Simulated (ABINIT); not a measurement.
Runs of ABINIT 10.8.3 (patched build) on Au. Symmetry: Fm-3m, No. 225, cubic system. Conventional cell: a = 4.070 Å, b = 4.070 Å, c = 4.070 Å, α = 90.00°, β = 90.00°, γ = 90.00°. Around Au (site symmetry m-3m) lie 12 Au at 2.88 Å. 

```tsv
task	level	cell	cell freedom (optcell)	cutoff smearing ecutsm (Ha)	optimiser (ionmov)	force stop (Ha/bohr)	dispersion computed by	gap on the mesh (eV)	pressure (GPa)	V0 of scaled cells (Å³/atom)	B0 (GPa)
relaxation of cell and atoms	PBE	relaxed to 5 GPa	2	0.5	22	0.0002	-	none	5.0	-	-
relaxation of cell and atoms	PBE	relaxed	2	0.5	22	0.0002	-	none	0.0	-	-
equation of state	PBE+D3	as given	-	-	-	-	simple-dftd3 1.7.0	-	-	17.27	(a)
equation of state	PBE+D3(BJ)	as given	-	-	-	-	simple-dftd3 1.7.0	-	-	17.29	164
```

Alike in all rows: potentials or basis JTH PAW PBE v2.0; no spin polarisation; k mesh 11 × 11 × 11; cutoff (eV) 544; smearing fermi-dirac 0.05 eV.

**Question.** Fill in the values left out.

**Answer.** (a) 153.

Caveats: pressures at fixed basis lie under the slope of the energies (some runs).

A k mesh can miss the band edges, and the runs leave out spin-orbit coupling on Au.

A gap of «none» marks a metal or a gap under the smearing width.
